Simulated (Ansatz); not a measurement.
## LiH (Fm-3m): G0W0 against its settings

LiH (started from an entry of an open crystallographic database) with hydrogen sites as listed, relaxed with r2SCAN+rVV10; one-shot G0W0 in Ansatz without spin-orbit coupling. (Simulation; spin polarisation is off.)

Space group Fm-3m (No. 225). a = 3.997 Å, b = 3.997 Å, c = 3.997 Å, α = 90.00°, β = 90.00°, γ = 90.00°
```csv
atom,site,symmetry,x,y,z
Li,4a,m-3m,0.0000,0.0000,0.0000
H,4b,m-3m,0.5000,0.0000,0.0000
```

Gaps are read over the mesh points alone. G0W0 values are finite-basis, finite-mesh values.
```
 start       potentials      frequency model   mesh  empty bands  screening cutoff (eV)  Kohn-Sham gap (eV)  G0W0 gap (eV)       rough cost
   PBE              PAW  contour deformation  6×6×6           25                     80                2.98           4.65   3 core-seconds
   PBE              PAW  contour deformation  6×6×6           60                    140                2.98           4.79   6 core-seconds
   PBE              PAW  contour deformation  6×6×6          110                    210                2.98           4.85  15 core-seconds
 HSE06              PAW  contour deformation  6×6×6           60                    140                3.97           5.41  21 core-seconds
   LDA              PAW  contour deformation  6×6×6           60                    140                2.60           4.59   7 core-seconds
r2SCAN              PAW  contour deformation  6×6×6           60                    140                3.63           5.26   8 core-seconds
   PBE              PAW     Godby-Needs pole  6×6×6           60                    140                2.98           4.81   6 core-seconds
   PBE              PAW  contour deformation  8×8×8           25                     80                2.98           4.68  12 core-seconds
   PBE  norm-conserving  contour deformation  6×6×6           60                    140                2.98           4.78  11 core-seconds
```

Over the mesh points the PBE gap of 2.98 eV becomes a quasiparticle gap of 4.85 eV (direct at X), a change of +1.87 eV. Renormalisation factors Z lie between 0.70 and 0.80.

Raising bands and cutoff together moves the gap by +0.14 eV (80 to 140 eV), then +0.06 eV (140 to 210 eV); the last step is still large, so the basis limit isn't reached. Starting from HSE06 (3.97 eV against PBE's 2.98 eV) gives 5.41 eV, +0.62 eV from G0W0@PBE at the same screening cutoff. Starting from LDA (2.60 eV against PBE's 2.98 eV) gives 4.59 eV, -0.20 eV from G0W0@PBE at the same screening cutoff. Starting from r2SCAN (3.63 eV against PBE's 2.98 eV) gives 5.26 eV, +0.47 eV from G0W0@PBE at the same screening cutoff. The Godby-Needs plasmon pole differs from contour deformation by +0.02 eV. An 8×8×8 mesh in place of 6×6×6 changes the opening over PBE by +0.02 eV (the gap on the mesh by +0.03 eV). Norm-conserving potentials (wave cutoff 1034 eV against 420 eV) shift the quasiparticle gap by -0.01 eV and the PBE gap by 0.00 eV. r2SCAN runs take a wave cutoff of 500 eV.
